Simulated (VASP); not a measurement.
# What goes wrong when the modes of Te2Mo are computed with a bad input, part 3 of 3

Some phonon runs on Te2Mo get a fault in the input on purpose. Which of them show, and how? The starting structure is a measured crystal structure from the Crystallography Open Database.

VASP 6.6.1.

Results so far: reference B1g (2) 296.5 cm⁻¹; finite displacements, else as the reference B1g (2) 296.2 cm⁻¹.

The database entry behind the starting cell has ideal inner coordinates that were not refined, so it need not match the best structure at ambient conditions.

## (4) Modes with a structure that was not relaxed

Level of this step: LDA; plane waves and PAW (Te, Mo_sv) (VASP).

A slip made on purpose: a structure that was not relaxed. Against step 2 the input has another starting structure (also changed: NELM).

INCAR reads:

```
SYSTEM = Te2Mo
PREC = Accurate
ENCUT = 450
EDIFF = 1E-08
NELM = 60
ISMEAR = 0
SIGMA = 0.03
LREAL = .FALSE.
ALGO = Normal
GGA = CA
NBANDS = 32
LORBIT = 11
LWAVE = .FALSE.
LCHARG = .FALSE.
KPAR = 4
IBRION = 8
LEPSILON = .TRUE.
ISIF = 2
```

POSCAR reads:

```
Te2Mo
1.0
    3.5190000000      0.0000000000      0.0000000000
   -1.7595000000      3.0475433959      0.0000000000
    0.0000000000      0.0000000000     13.9640000000
Te Mo
4 2
Direct
    0.6666666667      0.3333333333      0.3750000000
    0.3333333333      0.6666666667      0.8750000000
    0.6666666667      0.3333333333      0.1250000000
    0.3333333333      0.6666666667      0.6250000000
    0.6666666667      0.3333333333      0.7500000000
    0.3333333333      0.6666666667      0.2500000000
```

KPOINTS reads:

```
Automatic mesh
0
Gamma
8 8 2
0 0 0
```

The projector-augmented-wave data sets are Te and Mo_sv (LDA family, release 64).

Run with:

```
$ mpirun -np 4 vasp_std
```

The program printed:

```text
[... set-up lines as in an earlier step ...]
 entering main loop
       N       E                     dE             d eps       ncg     rms          rms(c)
DAV:   1     0.386630015463E+03    0.38663E+03   -0.25326E+04  1504   0.130E+03
DAV:   2    -0.175338633817E+02   -0.40416E+03   -0.39266E+03  1568   0.335E+02
DAV:   3    -0.419259307533E+02   -0.24392E+02   -0.24022E+02  1664   0.678E+01
DAV:   4    -0.424957716980E+02   -0.56984E+00   -0.56804E+00  1488   0.106E+01
[...]
DAV:  16    -0.411833324434E+02    0.31632E-06   -0.82401E-07  1664   0.489E-03    0.671E-03
DAV:  17    -0.411833324179E+02    0.25457E-07   -0.14160E-07  1336   0.155E-03    0.134E-03
DAV:  18    -0.411833324152E+02    0.26730E-08   -0.71477E-09   896   0.412E-04
   1 F= -.41183332E+02 E0= -.41183332E+02  d E =-.221264E-37
 Linear response reoptimize wavefunctions to high precision
DAV:   1    -0.411833324113E+02    0.39081E-08   -0.30638E-08  1504   0.798E-04
DAV:   2    -0.411833324113E+02    0.24556E-10   -0.77937E-10   840   0.153E-04
 Linear response G [H, r] |phi>, progress :
  Direction:   1
[...]
RMM:  28    -0.689459194331E+00   -0.61958E-08    0.22095E-07  4322   0.226E-05    0.817E-07
 first order change of Fermi-energy  -0.11866E-03
 force on displaced ion       5 direction 1 : -15.762   0.003  -0.000
 Born effective charge ion    5 direction 1 :  -3.332  -0.000   0.000
 Linear response progress:
  Degree of freedom:   4/  4
       N       E                     dE             d eps       ncg     rms          rms(c)
RMM:   1    -0.987988700242E+00   -0.98799E+00    0.80329E-01  1450   0.205E+01
RMM:   2    -0.814078191692E+00    0.17391E+00   -0.30705E-01  1816   0.264E+00    0.153E-01
RMM:   3    -0.820328909376E+00   -0.62507E-02   -0.20942E-02  2135   0.595E-01    0.809E-02
RMM:   4    -0.819639868428E+00    0.68904E-03   -0.37049E-05  2390   0.107E-01    0.423E-02
[...]
RMM:  14    -0.819428072606E+00    0.30018E-07    0.25724E-07  2713   0.622E-05    0.694E-06
RMM:  15    -0.819428113681E+00   -0.41075E-07   -0.64922E-08  2620   0.504E-05    0.328E-06
RMM:  16    -0.819428119142E+00   -0.54604E-08   -0.51204E-08  2551   0.451E-05    0.145E-06
 first order change of Fermi-energy   0.57844E-06
 force on displaced ion       5 direction 3 :   0.000  -0.000 -24.060
 Born effective charge ion    5 direction 3 :   0.000   0.000  -1.876
 Born effective charges drift removed
 Linear response finished
```

Run time: 6 min. Hardware: 4 MPI ranks of AMD EPYC 9R45, shared host; peak memory 2.6 GiB.

Parts of OUTCAR (step 4):

```text
  Total       -0.5658894     -0.5658894      3.1700078     -0.0000000     -0.0000000      0.0000000
  in kB       -6.0542893     -6.0542893     33.9150063     -0.0000000     -0.0000000      0.0000000
  external PRESSURE =       7.2688092 kB  Pullay stress =       0.0000000 kB

 POSITION                                       TOTAL-FORCE (eV/Angst)
 -----------------------------------------------------------------------------------
      1.75950      1.01585      5.23650         0.000000     -0.000000      0.603554
     -0.00000      2.03170     12.21850        -0.000000      0.000000      0.603554
      1.75950      1.01585      1.74550         0.000000     -0.000000     -0.603554
     -0.00000      2.03170      8.72750        -0.000000      0.000000     -0.603554
      1.75950      1.01585     10.47300        -0.000000     -0.000000      0.000000
     -0.00000      2.03170      3.49100         0.000000      0.000000      0.000000
 -----------------------------------------------------------------------------------
    total drift:                               -0.000000      0.000000     -0.000000

 MACROSCOPIC STATIC DIELECTRIC TENSOR (including local field effects in DFT)
 ------------------------------------------------------
          19.766062     0.000000     0.000000
          -0.000000    19.766062    -0.000000
           0.000000    -0.000000     9.955939
 ------------------------------------------------------

 MACROSCOPIC STATIC DIELECTRIC TENSOR IONIC CONTRIBUTION
 ------------------------------------------------------
           1.704713     0.000000    -0.000000
           0.000000     1.704713     0.000000
          -0.000000     0.000000     0.358033
 ------------------------------------------------------

[... 1 part as in an earlier step ...]

[... 1 further part left out ...]
```

With a structure that was not relaxed the compared modes are at the top B1g (2) 309.3, A2u 303.0 cm⁻¹, at the bottom B1g (1) 27.4, E2g 22.5 cm⁻¹, with 4 more of the listed ones between; the largest shift among the levels compared is +13.2 cm⁻¹, in A2u, from the reference.

## (5) Modes with a cutoff far too low

A slip made on purpose: a cutoff far too low. Against step 2 the input has ENCUT = 130 (also changed: NELM).

INCAR, as its differences from that of step 4:

```diff
@@ -2,3 +2,3 @@
 PREC = Accurate
-ENCUT = 450
+ENCUT = 130
 EDIFF = 1E-08
```

POSCAR reads:

```
Te2Mo
1.0
    3.4743468299      0.0000000000      0.0000000000
   -1.7371734149      3.0088726162      0.0000000000
    0.0000000000      0.0000000000     13.7688524040
Te Mo
4 2
Direct
    0.6666666667      0.3333333333      0.3806722167
    0.3333333333      0.6666666667      0.8806722167
    0.6666666667      0.3333333333      0.1193277833
    0.3333333333      0.6666666667      0.6193277833
    0.6666666667      0.3333333333      0.7500000000
    0.3333333333      0.6666666667      0.2500000000
```

KPOINTS is that of step 4.

Run with:

```
$ mpirun -np 4 vasp_std
```

The program printed:

```text
[... set-up lines as in an earlier step ...]
 entering main loop
       N       E                     dE             d eps       ncg     rms          rms(c)
DAV:   1     0.166245486327E+03    0.16625E+03   -0.14104E+04  1720   0.499E+02
DAV:   2    -0.238255792057E+02   -0.19007E+03   -0.18476E+03  1640   0.188E+02
DAV:   3    -0.310911852721E+02   -0.72656E+01   -0.72244E+01  1584   0.334E+01
DAV:   4    -0.312055331262E+02   -0.11435E+00   -0.11419E+00  1528   0.377E+00
[...]
DAV:  20    -0.218327497820E+02    0.58143E-07   -0.12923E-08   880   0.479E-04    0.505E-04
DAV:  21    -0.218327497566E+02    0.25422E-07   -0.44887E-09   824   0.230E-04    0.253E-04
DAV:  22    -0.218327497490E+02    0.75906E-08   -0.14263E-09   808   0.127E-04
   1 F= -.21832750E+02 E0= -.21832750E+02  d E =-.202610E-12
 Linear response reoptimize wavefunctions to high precision
DAV:   1    -0.218327497468E+02    0.22719E-08   -0.56201E-10   808   0.594E-05
DAV:   2    -0.218327497467E+02    0.20918E-10   -0.23709E-10   808   0.364E-05
 Linear response G [H, r] |phi>, progress :
  Direction:   1
[...]
RMM:  26    -0.608131972344E+00   -0.12056E-07    0.10210E-08  4179   0.105E-05    0.478E-07
 first order change of Fermi-energy  -0.43279E+00
 force on displaced ion       5 direction 1 : -15.967   0.003   0.000
 Born effective charge ion    5 direction 1 :  -3.701  -0.000   0.000
 Linear response progress:
  Degree of freedom:   4/  4
       N       E                     dE             d eps       ncg     rms          rms(c)
RMM:   1    -0.974559166391E+00   -0.97456E+00    0.18467E+00  1567   0.145E+01
RMM:   2    -0.757722340906E+00    0.21684E+00   -0.21271E-01  1996   0.179E+00    0.585E-01
RMM:   3    -0.751170121418E+00    0.65522E-02   -0.16447E-02  2493   0.521E-01    0.324E-01
RMM:   4    -0.748824247626E+00    0.23459E-02   -0.11443E-02  2718   0.312E-01    0.925E-02
[...]
RMM:  22    -0.748536980838E+00    0.34297E-07   -0.87355E-08  1570   0.106E-05    0.962E-07
RMM:  23    -0.748537002964E+00   -0.22126E-07   -0.59612E-08  1498   0.103E-05    0.399E-07
RMM:  24    -0.748537011813E+00   -0.88496E-08   -0.52703E-08  1433   0.101E-05    0.598E-07
 first order change of Fermi-energy   0.16292E+00
 force on displaced ion       5 direction 3 :   0.000   0.000 -24.140
 Born effective charge ion    5 direction 3 :   0.000   0.000  -2.038
 Born effective charges drift removed
 Linear response finished
```

The job ended after 61 s (4 MPI ranks; peak memory 0.87 GiB; 4 min of CPU time).

OUTCAR, selected parts (step 5):

```text
  Total     -192.4605403   -192.4605402   -191.3319546     -0.0000000      0.0000000      0.0000000
  in kB    -2142.2865764  -2142.2865763  -2129.7242409     -0.0000000      0.0000000      0.0000000
  external PRESSURE =   -2138.0991312 kB  Pullay stress =       0.0000000 kB

 POSITION                                       TOTAL-FORCE (eV/Angst)
 -----------------------------------------------------------------------------------
      1.73717      1.00296      5.24142        -0.000000      0.000000     -0.491413
     -0.00000      2.00592     12.12585        -0.000000     -0.000000     -0.491413
      1.73717      1.00296      1.64301        -0.000000      0.000000      0.491413
     -0.00000      2.00592      8.52743        -0.000000      0.000000      0.491413
      1.73717      1.00296     10.32664         0.000000      0.000000      0.000000
     -0.00000      2.00592      3.44221        -0.000000     -0.000000      0.000000
 -----------------------------------------------------------------------------------
    total drift:                                0.000000     -0.000000      0.000000

 MACROSCOPIC STATIC DIELECTRIC TENSOR (including local field effects in DFT)
 ------------------------------------------------------
          20.062081     0.000000    -0.000000
           0.000000    20.062081     0.000000
           0.000000     0.000000    12.140556
 ------------------------------------------------------

 MACROSCOPIC STATIC DIELECTRIC TENSOR IONIC CONTRIBUTION
 ------------------------------------------------------
           2.141455     0.000000    -0.000000
           0.000000     2.141455     0.000000
          -0.000000     0.000000     0.441927
 ------------------------------------------------------

[... 1 part as in an earlier step ...]

[... 1 further part left out ...]
```

With a cutoff far too low the compared modes are at the top B1g (2) 311.2, A2u 302.0 cm⁻¹, at the bottom B1g (1) 29.6, E2g 26.8 cm⁻¹, with 4 more of the listed ones between; the largest shift among the levels compared is +14.7 cm⁻¹, in B1g (2), from the reference.

## (6) Modes with one-sided displacements

A slip made on purpose: one-sided displacements. Against step 2 the input has IBRION = 6, NFREE = 1, POTIM = 0.015 and no LEPSILON (also changed: NELM and NSW).

INCAR, as its differences from that of step 5:

```diff
@@ -2,3 +2,3 @@
 PREC = Accurate
-ENCUT = 130
+ENCUT = 450
 EDIFF = 1E-08
@@ -15,4 +15,6 @@
 KPAR = 4
-IBRION = 8
-LEPSILON = .TRUE.
+IBRION = 6
+NFREE = 1
+POTIM = 0.015
+NSW = 1
 ISIF = 2
```

POSCAR is that of step 5.

KPOINTS is that of step 5.

Run with:

```
$ mpirun -np 4 vasp_std
```

The program printed:

```text
[... set-up lines as in an earlier step ...]
 entering main loop
       N       E                     dE             d eps       ncg     rms          rms(c)
[... 19 cycles as in an earlier step ...]
   1 F= -.41262049E+02 E0= -.41262049E+02  d E =-.253821E-51
[...]
2 F= -.41261254E+02 E0= -.41261254E+02  d E =-.572839E-52
[...]
3 F= -.41260634E+02 E0= -.41260634E+02  d E =-.105774E-49
[...]
4 F= -.41260394E+02 E0= -.41260394E+02  d E =-.448375E-50
[...]
5 F= -.41259562E+02 E0= -.41259562E+02  d E =-.401615E-47
 Finite differences progress:
  Degree of freedom:   4/  4
  Displacement:        1/  1
  Total:               4/  4
```

Elapsed: 84 s, on 4 MPI ranks; peak memory 1.5 GiB.

OUTCAR, selected parts (step 6):

```text
  Total        0.0029139      0.0029139      0.0078295      0.0000000     -0.0000000      0.0000000
  in kB        0.0324345      0.0324345      0.0871507      0.0000000     -0.0000000      0.0000000
  external PRESSURE =       0.0506732 kB  Pullay stress =       0.0000000 kB

 POSITION                                       TOTAL-FORCE (eV/Angst)
 -----------------------------------------------------------------------------------
      1.73717      1.00296      5.24142        -0.000000      0.000000     -0.000165
     -0.00000      2.00592     12.12585        -0.000000      0.000000      0.168797
      1.73717      1.00296      1.64301        -0.000000      0.000000     -0.003868
     -0.00000      2.00592      8.52743        -0.000000      0.000000      0.158321
      1.73717      1.00296     10.34164         0.000000      0.000000     -0.331659
     -0.00000      2.00592      3.44221        -0.000000      0.000000      0.008575
 -----------------------------------------------------------------------------------
    total drift:                               -0.000011      0.000000      0.000086

  FREE ENERGIE OF THE ION-ELECTRON SYSTEM (eV)
  ---------------------------------------------------
  free  energy   TOTEN  =       -41.2595620420 eV

  energy  without entropy=      -41.2595620420  energy(sigma->0) =      -41.25956204

[... 2 parts as in an earlier step ...]

[... 1 further part left out ...]
[key lines of the parts left out:]
E-fermi :   8.8681
```

With one-sided displacements the compared modes are at the top B1g (2) 295.4, A2u 289.0 cm⁻¹, at the bottom B1g (1) 39.2, E2g 29.0 cm⁻¹, with 4 more of the listed ones between; the largest shift among the levels compared is -1.6 cm⁻¹, in B2u, from finite displacements, else as the reference.

## (7) Modes with a loose electronic threshold

A slip made on purpose: a loose electronic threshold. Against step 2 the input has EDIFF = 1E-04, IBRION = 6, NFREE = 2, POTIM = 0.015 and no LEPSILON (also changed: NELM and NSW).

INCAR, as its differences from that of step 6:

```diff
@@ -3,3 +3,3 @@
 ENCUT = 450
-EDIFF = 1E-08
+EDIFF = 1E-04
 NELM = 60
@@ -16,3 +16,3 @@
 IBRION = 6
-NFREE = 1
+NFREE = 2
 POTIM = 0.015
```

POSCAR is that of step 6.

KPOINTS is that of step 6.

Run with:

```
$ mpirun -np 4 vasp_std
```

The program printed:

```text
[... set-up lines as in an earlier step ...]
 entering main loop
       N       E                     dE             d eps       ncg     rms          rms(c)
[... 10 cycles as in an earlier step ...]
DAV:  11    -0.412621282071E+02   -0.12534E-03   -0.25680E-03  1584   0.247E-01    0.270E-01
DAV:  12    -0.412621096619E+02    0.18545E-04   -0.33068E-04  1224   0.808E-02
   1 F= -.41262110E+02 E0= -.41262110E+02  d E =-.155211E-50
[... from here on, the cycles between the ionic steps are left out ...]
   2 F= -.41261257E+02 E0= -.41261257E+02  d E =-.666216E-53
   3 F= -.41261259E+02 E0= -.41261259E+02  d E =-.963646E-53
   4 F= -.41260597E+02 E0= -.41260597E+02  d E =-.942219E-52
   5 F= -.41260580E+02 E0= -.41260580E+02  d E =-.686210E-51
   6 F= -.41260423E+02 E0= -.41260423E+02  d E =-.137173E-51
   7 F= -.41260405E+02 E0= -.41260405E+02  d E =-.708115E-54
   8 F= -.41259550E+02 E0= -.41259550E+02  d E =-.188629E-53
   9 F= -.41259592E+02 E0= -.41259592E+02  d E =-.355016E-50
 Finite differences progress:
  Degree of freedom:   4/  4
  Displacement:        2/  2
  Total:               8/  8
```

Run time: 56 s. Hardware: 4 MPI ranks; peak memory 1.8 GiB.

Parts of OUTCAR (step 7):

```text
  Total        0.0308350      0.0308350      0.0948113      0.0000000      0.0000000     -0.0000000
  in kB        0.3432258      0.3432258      1.0553490      0.0000000      0.0000000     -0.0000000
  external PRESSURE =       0.5806002 kB  Pullay stress =       0.0000000 kB

 POSITION                                       TOTAL-FORCE (eV/Angst)
 -----------------------------------------------------------------------------------
      1.73717      1.00296      5.24142        -0.000000     -0.000000      0.006104
     -0.00000      2.00592     12.12585        -0.000000      0.000000     -0.159469
      1.73717      1.00296      1.64301        -0.000000     -0.000000      0.001863
     -0.00000      2.00592      8.52743        -0.000000     -0.000000     -0.161223
      1.73717      1.00296     10.31164         0.000000     -0.000000      0.322721
     -0.00000      2.00592      3.44221        -0.000000      0.000000     -0.009995
 -----------------------------------------------------------------------------------
    total drift:                                0.001286     -0.000007     -0.008430

  FREE ENERGIE OF THE ION-ELECTRON SYSTEM (eV)
  ---------------------------------------------------
  free  energy   TOTEN  =       -41.2595915073 eV

  energy  without entropy=      -41.2595915073  energy(sigma->0) =      -41.25959151

[... 2 parts as in an earlier step ...]

[... 1 further part left out ...]
[key lines of the parts left out:]
E-fermi :   8.8775
```

With a loose electronic threshold the compared modes are at the top B1g (2) 295.2, A2u 287.5 cm⁻¹, at the bottom E2g 38.9, B1g (1) 32.6 cm⁻¹, with 4 more of the listed ones between; the largest shift among the levels compared is +9.9 cm⁻¹, in E2g, from finite displacements, else as the reference.

## (8) Comparison

| run | B1g (2) | A2u | A1g | B2u | E1g | E2u | B1g (1) | E2g | method | core minutes |
| --- | --- | --- | --- | --- | --- | --- | --- | --- | --- | --- |
| reference | 296.5 | 289.8 | 178.0 | 174.5 | 121.2 | 118.7 | 38.4 | 29.0 | perturbation theory | 23.5 |
| finite displacements, else as the reference | 296.2 | 289.8 | 178.0 | 174.4 | 120.9 | 118.7 | 39.0 | 29.0 | finite displacements | 9.13 |
| a structure that was not relaxed | 309.3 | 303.0 | 185.2 | 183.8 | 125.3 | 123.9 | 27.4 | 22.5 | perturbation theory | 23.8 |
| a cutoff far too low | 311.2 | 302.0 | 184.0 | 180.5 | 127.0 | 124.7 | 29.6 | 26.8 | perturbation theory | 4.07 |
| one-sided displacements | 295.4 | 289.0 | 176.5 | 172.8 | 120.9 | 118.7 | 39.2 | 29.0 | finite displacements | 5.6 |
| a loose electronic threshold | 295.2 | 287.5 | 176.6 | 172.2 | 121.1 | 119.0 | 32.6 | 38.9 | finite displacements | 3.73 |

Modes are in cm⁻¹, degenerate ones as one, matched between runs by symmetry and order. A number in brackets counts the listed modes of one symmetry from the lowest. The symmetry labels come from an automatic analysis and can be wrong where levels nearly coincide. Levels within 1 cm⁻¹ of another in the first run are left out, since their labels are uncertain. Core minutes are wall time times ranks of the run shown, on a shared host.

## (9) What came out

- B1g (2), reference: 296.5 cm⁻¹
- E2g, reference: 29.0 cm⁻¹
- B1g (2), finite displacements, else as the reference: 296.2 cm⁻¹
- E2g, finite displacements, else as the reference: 29.0 cm⁻¹
- B1g (2), a structure that was not relaxed: 309.3 cm⁻¹
- E2g, a structure that was not relaxed: 22.5 cm⁻¹
- B1g (2), a cutoff far too low: 311.2 cm⁻¹
- E2g, a cutoff far too low: 26.8 cm⁻¹
- B1g (2), one-sided displacements: 295.4 cm⁻¹
- E2g, one-sided displacements: 29.0 cm⁻¹
- B1g (2), a loose electronic threshold: 295.2 cm⁻¹
- E2g, a loose electronic threshold: 38.9 cm⁻¹

Finished, but with signs in the output that stand out against the reference: a structure that was not relaxed, with modes among those compared off by up to +13 cm⁻¹, in A2u (signs: a pressure of 0.7 GPa on the undisplaced cell and forces of up to 0.60 eV/Å on the undisplaced atoms); a cutoff far too low, with modes among those compared off by up to +15 cm⁻¹, in B1g (2) (signs: a pressure of -213.8 GPa on the undisplaced cell and forces of up to 0.49 eV/Å on the undisplaced atoms); a loose electronic threshold, with modes among those compared off by up to +10 cm⁻¹, in E2g (signs: a pressure of -0.2 GPa on the undisplaced cell and a translation at -2 cm⁻¹ instead of zero). Little came of one-sided displacements in this material. Runs with finite displacements are held against the sound run of that kind. The dielectric constants and Born charges in the logs aren't compared here; at a small gap they can be far off, and in a run without a gap they mean nothing. The frequencies are harmonic, and the splitting of polar modes by their long-range field is left out. Further runs on this material are not shown.

[Lines on the potential files, build, host, timing and source positions are cut from VASP's logs without a mark.]

[Logs are printed without paths, hosts, clocks, repeated set-up lines and the standing remarks that a program may print on its own settings, such as how far it seeks lower states.]

[Hosts, paths, dates, database ids (printed as entryN), source tags and the programs' standing remarks are cut or masked in the printed files.]
